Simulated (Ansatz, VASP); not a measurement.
# Cross-check of MoS2 (2H-MoS2 bilayer, 3R (AB)) between VASP and Ansatz, part 2 of 2

Aim: how closely do two programs agree when they are given the same cell, functional and k mesh? The cell is taken from a series of runs on this material, whose earlier steps may have relaxed, scaled, displaced or heated it; both programs get it as it stands.

VASP 6.6.1 and Ansatz 0.2.0.

So far: The starting structure; VASP: single point, PBEsol with D3(BJ).

### 3. Ansatz: single point, PBEsol with D3(BJ)

Level of this step: Ansatz beside VASP: Kohn-Sham DFT, plane waves, PBEsol with D3(BJ) (Ansatz).

Ansatz runs on its PAW soft_1 files.

The same cell, functional, mesh and smearing now go to Ansatz, which takes its cutoff from its data sets.

input.yaml reads:

```yaml
crystal:
  lattice:
    - [3.1161008101, 0.0, 0.0]
    - [-1.5580504051, 2.6986224623, 0.0]
    - [0.0, 0.0, 26.9363423753]
  atoms:
    - { symbol: S, position: [0.3333333333, 0.6666666667, 0.3341210872] }
    - { symbol: Mo, position: [0.0, 0.0, 0.3921934622] }
    - { symbol: S, position: [0.3333333333, 0.6666666667, 0.4500948978] }
    - { symbol: S, position: [0.6666666667, 0.3333333333, 0.5498816983] }
    - { symbol: Mo, position: [0.3333333333, 0.6666666667, 0.6078650402] }
    - { symbol: S, position: [0.6666666667, 0.3333333333, 0.6658789128] }
kpoints:
  mp_grid: { grid: [18, 18, 1] }
  band_path:
    path: [[0, 0, 0], [0.5, 0, 0], [0.33333333, 0.33333333, 0], [0, 0, 0]]
    npoints: 16
hamiltonian:
  xc: pbesol
  dispersion: d3bj
  pseudopotentials: { kind: paw, azcp: { folder: soft_1 }, xc_functional: pbe }
scf:
  occupations: { method: fermi_dirac, width: 0.02585 }
  convergence: { dr2_threshold: 1.0e-10 }
efield:
  axis: 3
  dipole_correction: true
  ramp_position: 0.97
  ramp_width: 0.06
  amplitude: 0
output:
  dos: { projected: true, e_range: [-6, 5] }
  bader: true
  write_potential: true
  write_density: true
  volumetric_format: npy
  elf: true
```

Launch:

```bash
ansatz run input.yaml --threads 4 --pin off --max-ram 6144MiB --backend cpu --events-out ev --progress --plain --runs-dir out
```

Numbers of over 12 decimals in the logs are rounded to 6 here.

What it wrote:

```text
Engine: ansatz 0.2.0, x86_64-unknown-linux-gnu
Pseudopotentials: kind: paw
Pseudopotential: S, paw, valence charge 6, recommended cutoff 420 eV (normal), soft_1/S.paw.azcp
Pseudopotential: Mo, paw, valence charge 14, recommended cutoff 420 eV (normal), soft_1/Mo.paw.azcp
Functional definition: PBEsol
  exchange = pbesol_x
  correlation = pbesol_c
Crystal: 6 atoms, lattice volume = 226.513 Å³
Basis set: ecut = 420 eV, 4399 PW (Γ)
Bands: 32, of which v1, the nominal top of the filled ones, is band 26 counted from 1 (25 counted from 0)
Symmetry: 6 space group operations
Space group: P3m1 (ITA 156), of the structure as read, at distance tolerance 6.1e-5 Å
k-points: 37 of 324 (time reversal used)
Non-local potential: S, projectors of the file, l = 0: 2, l = 1: 2, l = 2: 1
Non-local potential: Mo, projectors of the file, l = 0: 3, l = 1: 2, l = 2: 2, l = 3: 1
PAW form: soft (Blöchl's): semilocal exchange-correlation on the pseudo side does not see the compensation charge
PAW frozen core: S, regenerated for the run's functional, and the local potential with it (the file was generated under x = pbe(κ = 0.804, μ = 0.219515), c = pbe(β = 0.066725))
PAW frozen core: Mo, regenerated for the run's functional, and the local potential with it (the file was generated under x = pbe(κ = 0.804, μ = 0.219515), c = pbe(β = 0.066725))
PAW one-centre angular grid: S, 110 points (default); XC on 64 Gauss nodes
PAW one-centre angular grid: Mo, 590 points (default); XC on 64 Gauss nodes
Initial density: superposition of atomic densities (neutral atoms: chi_scale 0, normalization atom)
Initial wavefunctions: pseudopotential atomic-orbital guess
Functional: x = pbesol(κ = 0.804, μ = 0.123457), c = pbesol(β = 0.046)
SCF iter   1: F=—  HF=-13345.000855 eV  |F-HF|=—  |Δ(HF+E_count)|=         —  Δρ=5.83e-2  dr2=1.10e1  ethr=3.10e-3  p=0.000 e·Å  D=1.73e-9 V/Å  ΔV_dip=-0.00 eV  dr2_dipole=4.29e-4  V_vac-E_F(+/−)=5.26/5.26 eV  ⟨swp⟩=13.2  Hψ=8103  notcnv=0
efield: sawtooth ramp at fractional position 0.9700 (set: `efield.ramp_position`, or a place that a band, a saddle search or an elastic batch's reference lends), width 0.0600; the density the first Hamiltonian is built on has a dipole p = 0.000 e·Å; the dipole correction subtracts the counter field D = 1.73e-9 V/Å, which shifts the + side's vacuum level by -0.00 eV against the − side's; the planar-averaged density in the ramp window peaks in size at 2.4e-7 e/Å³
preconditioner: auto → Resta (q_TF=auto, 2.135 Å⁻¹)  ε∞=3.9  [insulator: Δε(μ)=1.052 eV  Ē_g=8.760 eV  σ=0.026 eV  W_gap=1.00  n_scr=18 (ndim 8)  ℏωp=14.8 eV  f_vac=0.537  D(μ)=0.00/eV (n_scr^D=0)  ε∞_Penn≈3.9  vacuum switching on, ρ_ref=5.6e-3 e/Å³]
SCF iter   2: F=—  HF=-13342.949053 eV  |F-HF|=—  |Δ(HF+E_count)|=    2.05e0  Δρ=2.65e-2  dr2=4.57e0  ethr=3.10e-3  p=0.004 e·Å  D=3.41e-3 V/Å  ΔV_dip=-0.09 eV  dr2_dipole=6.68e-5  V_vac-E_F(+/−)=6.01/6.10 eV  ⟨swp⟩=4.0  Hψ=3120  notcnv=0  defer=59
SCF iter   3: F=—  HF=-13342.363095 eV  |F-HF|=—  |Δ(HF+E_count)|=   5.86e-1  Δρ=1.34e-2  dr2=3.53e-1  ethr=3.10e-3  p=0.003 e·Å  D=2.47e-3 V/Å  ΔV_dip=-0.07 eV  dr2_dipole=9.38e-5  V_vac-E_F(+/−)=5.27/5.34 eV  ⟨swp⟩=3.5  Hψ=2371  notcnv=0  defer=47
SCF iter   4: F=—  HF=-13342.267043 eV  |F-HF|=—  |Δ(HF+E_count)|=   9.61e-2  Δρ=2.85e-3  dr2=2.90e-2  ethr=6.79e-4  p=0.007 e·Å  D=5.48e-3 V/Å  ΔV_dip=-0.15 eV  dr2_dipole=2.47e-4  V_vac-E_F(+/−)=4.96/5.10 eV  ⟨swp⟩=2.7  Hψ=2224  notcnv=0  defer=47
SCF iter   5: F=—  HF=-13342.265725 eV  |F-HF|=—  |Δ(HF+E_count)|=   1.32e-3  Δρ=9.86e-4  dr2=1.19e-2  ethr=5.57e-5  p=0.000 e·Å  D=1.29e-4 V/Å  ΔV_dip=-0.00 eV  dr2_dipole=2.29e-3  V_vac-E_F(+/−)=4.81/4.82 eV  ⟨swp⟩=4.1  Hψ=2181  notcnv=0  defer=47
SCF iter   6: F=—  HF=-13342.264799 eV  |F-HF|=—  |Δ(HF+E_count)|=   9.26e-4  Δρ=5.27e-4  dr2=1.35e-3  ethr=2.29e-5  p=0.006 e·Å  D=5.17e-3 V/Å  ΔV_dip=-0.14 eV  dr2_dipole=7.08e-5  V_vac-E_F(+/−)=4.76/4.90 eV  ⟨swp⟩=3.2  Hψ=1683  notcnv=0  defer=49
SCF iter   7: F=—  HF=-13342.265004 eV  |F-HF|=—  |Δ(HF+E_count)|=   2.05e-4  Δρ=3.24e-4  dr2=5.74e-4  ethr=2.60e-6  p=0.005 e·Å  D=4.09e-3 V/Å  ΔV_dip=-0.11 eV  dr2_dipole=4.39e-6  V_vac-E_F(+/−)=4.73/4.84 eV  ⟨swp⟩=2.3  Hψ=2190  notcnv=0  defer=49
SCF iter   8: F=—  HF=-13342.264984 eV  |F-HF|=—  |Δ(HF+E_count)|=   2.00e-5  Δρ=2.05e-4  dr2=2.35e-4  ethr=1.10e-6  p=0.006 e·Å  D=4.77e-3 V/Å  ΔV_dip=-0.13 eV  dr2_dipole=2.68e-5  V_vac-E_F(+/−)=4.70/4.83 eV  ⟨swp⟩=2.0  Hψ=1438  notcnv=0  defer=49
SCF iter   9: F=—  HF=-13342.264957 eV  |F-HF|=—  |Δ(HF+E_count)|=   2.72e-5  Δρ=2.97e-5  dr2=2.95e-6  ethr=4.53e-7  p=0.005 e·Å  D=4.32e-3 V/Å  ΔV_dip=-0.12 eV  dr2_dipole=7.47e-8  V_vac-E_F(+/−)=4.70/4.82 eV  ⟨swp⟩=2.1  Hψ=1605  notcnv=0  defer=49
SCF iter  10: F=—  HF=-13342.264962 eV  |F-HF|=—  |Δ(HF+E_count)|=   4.67e-6  Δρ=2.39e-5  dr2=3.85e-6  ethr=5.68e-9  p=0.005 e·Å  D=4.36e-3 V/Å  ΔV_dip=-0.12 eV  dr2_dipole=9.32e-8  V_vac-E_F(+/−)=4.70/4.81 eV  ⟨swp⟩=3.0  Hψ=2322  notcnv=0  defer=49
SCF iter  11: F=—  HF=-13342.264962 eV  |F-HF|=—  |Δ(HF+E_count)|=   2.69e-7  Δρ=1.19e-5  dr2=9.34e-7  ethr=5.68e-9  p=0.005 e·Å  D=4.34e-3 V/Å  ΔV_dip=-0.12 eV  dr2_dipole=1.23e-9  V_vac-E_F(+/−)=4.70/4.81 eV  ⟨swp⟩=2.0  Hψ=1628  notcnv=0  defer=49
SCF iter  12: F=—  HF=-13342.264961 eV  |F-HF|=—  |Δ(HF+E_count)|=   4.29e-8  Δρ=3.18e-6  dr2=5.92e-8  ethr=1.80e-9  p=0.005 e·Å  D=4.34e-3 V/Å  ΔV_dip=-0.12 eV  dr2_dipole=4.34e-10  V_vac-E_F(+/−)=4.69/4.81 eV  ⟨swp⟩=2.1  Hψ=1528  notcnv=0  defer=49
SCF iter  13: F=—  HF=-13342.264962 eV  |F-HF|=—  |Δ(HF+E_count)|=   7.34e-9  Δρ=8.10e-7  dr2=3.83e-9  ethr=1.14e-10  p=0.005 e·Å  D=4.34e-3 V/Å  ΔV_dip=-0.12 eV  dr2_dipole=1.09e-10  V_vac-E_F(+/−)=4.69/4.81 eV  ⟨swp⟩=2.1  Hψ=1704  notcnv=0  defer=49
SCF iter  14: F=—  HF=-13342.264962 eV  |F-HF|=—  |Δ(HF+E_count)|=   1.36e-9  Δρ=2.43e-7  dr2=2.95e-10  ethr=7.37e-12  p=0.005 e·Å  D=4.34e-3 V/Å  ΔV_dip=-0.12 eV  dr2_dipole=3.69e-11  V_vac-E_F(+/−)=4.69/4.81 eV  ⟨swp⟩=2.3  Hψ=1900  notcnv=0  defer=49
SCF iter  15: F=-13342.264962 eV  HF=-13342.264962 eV  |F-HF|=6.37e-11  |Δ(HF+E_count)|=  2.91e-11  Δρ=7.92e-8  dr2=6.41e-11  ethr=1.00e-12  p=0.005 e·Å  D=4.34e-3 V/Å  ΔV_dip=-0.12 eV  dr2_dipole=5.25e-12  V_vac-E_F(+/−)=4.69/4.81 eV  ⟨swp⟩=12.8  Hψ=3875  notcnv=0
SCF 1 converged in 15 iterations: F = -13342.264962 eV  dr2 = 6.41e-11
  greatest PAW one-centre occupation: 0.999 electrons in one spin orbital (limit 2), on the Mo atom at site 4 (counted from 0), in its partial waves of l = 0
NSCF: frozen V_eff on 49 k-points
efield: sawtooth ramp at fractional position 0.9700 (kept from the solve that this one continues, or follows in the run), width 0.0600; the density the first Hamiltonian is built on has a dipole p = 0.005 e·Å; the dipole correction subtracts the counter field D = 4.34e-3 V/Å, which shifts the + side's vacuum level by -0.12 eV against the − side's; the planar-averaged density in the ramp window peaks in size at 2.4e-7 e/Å³
WARN: The output density's exchange-correlation potential varies sharply where the density is thin. Do not read a vacuum level from v_tot or v_xc, or from such a field of the output density. On a cell that repeats whose density bears no net charge and no dipole along the vacuum's axis use v_es (v_loc + v_h of the components); under efield.dipole_correction with no amplitude use v_es + v_field, which holds any externa [...]
SCF converged after 15 iterations
Free energy (F): -13342.264962 eV
Harris-Foulkes:  -13342.264962 eV  (|F-HF|=6.37e-11)
Internal energy: -13342.264962 eV  (E = F + TS)
E sigma→0 (E₀):  -13342.264962 eV
Fermi energy:    2.847945 eV
Dipole field:    D = 0.004342 V/Å  (p = 0.005435 e·Å, saw-weighted, corrected)
Work function:   Φ+ = 4.6946 eV   Φ− = 4.8115 eV
Levels:          The Fermi level and band energies are counted from a zero that moves with the ramp; work functions are not
--- Per-component energies (eV) ---
  E_band       = -759.272163
  E_kinetic    = 1273.146696
  E_local      = -49953.156827  (includes V_loc(G=0)·N_el)
  E_nonlocal   = 438.530517
  E_hartree    = 24307.425512
  E_xc         = -705.402838
  E_vxc        = -772.659208  (∫ρ·V_xc dr)
  E_paw        = -8677.485429  (= ΣΔE_a)
  E_vpaw       = -359.984339  (= ΣTr[D̂ρ^β])
  E_aug_tail   = 0.000082  (compensation charges beyond the density's cutoff)
  E_efield     = 0.000012  (sawtooth field / dipole correction)
  E_vefield    = -0.000056  (∫n·V_field dr)
  E_ewald      = 19975.953845
  E_disp       = -1.942928  (pairwise vdW)
  E_core_change = 0.666397  (= ΣΔE_core)
  E_smearing   = -0.000000  (= −TS)
  E_closure    = -0.000000  (closes the sum)
  Σ components = -13342.264962   (vs F -13342.264962, Δ=0.00e0)
--- Band table (eV; the first three rows and the last of 37) ---
  k-point 0: bands = [... 22 lower, 0.2761, 0.4073, 1.2851, 2.3799, 4.4928, 4.4928, 4.6301, 4.6301, ... 2 higher]
  k-point 1: bands = [... 22 lower, 0.2889, 0.6538, 1.2858, 2.2943, 4.4435, 4.5534, 4.5541, 4.6803, ... 2 higher]
  k-point 2: bands = [... 22 lower, 0.3568, 0.8270, 1.2629, 2.0241, 4.3141, 4.3397, 4.4406, 4.4897, ... 2 higher]
  k-point 36: bands = [... 22 lower, -0.6928, -0.4259, 1.5926, 1.7247, 3.4947, 3.5973, 4.5382, 4.5970, ... 2 higher]
--- Bader charges: 6 sites ---
  site symbol  charge [e]  shift [e]
     0      S     -0.5905     0.0014
     1     Mo      1.1778     0.0028
     2      S     -0.5903     0.0014
     3      S     -0.5839     0.0014
     4     Mo      1.1769     0.0028
     5      S     -0.5901     0.0014
  estimated error of the sums over rays = 3.8e-4 e
```

### 4. Comparison

Known differences besides the potentials themselves: the cutoff is 420 eV in Ansatz and 400 eV in VASP; Ansatz makes its cores anew for this functional, VASP keeps those of its PBE data sets. Total energies have different zeros and are not compared.

Both answers:

```tsv
quantity	Ansatz	VASP	difference
gap on the k mesh (eV)	0.994	1.012	-0.018
```

A gap on the mesh is an upper bound, since the band edges may lie between its points. With vacuum in the cell, a pressure given here is an average over mostly empty space and none of the material.

### 5. Summary of results

```json
{"difference in gap on the k mesh (single point, PBEsol with D3(BJ))": "-0.018 eV"}
```

**Reading.** The difference in gap on the k mesh is -0.018 eV (single point, PBEsol with D3(BJ)), within the 0.08 eV picked in this series as the mark of a large difference. How closely two codes agree says nothing of how well the functional describes the real material.

[Lines on the potential files, build, host, timing and source positions are cut from VASP's logs without a mark.]

[Logs are printed without paths, hosts, clocks, repeated set-up lines and the standing remarks that a program may print on its own settings, such as how far it seeks lower states.]

[Hosts, paths, dates, database ids (printed as entryN), source tags and the programs' standing remarks are cut or masked in the printed files.]
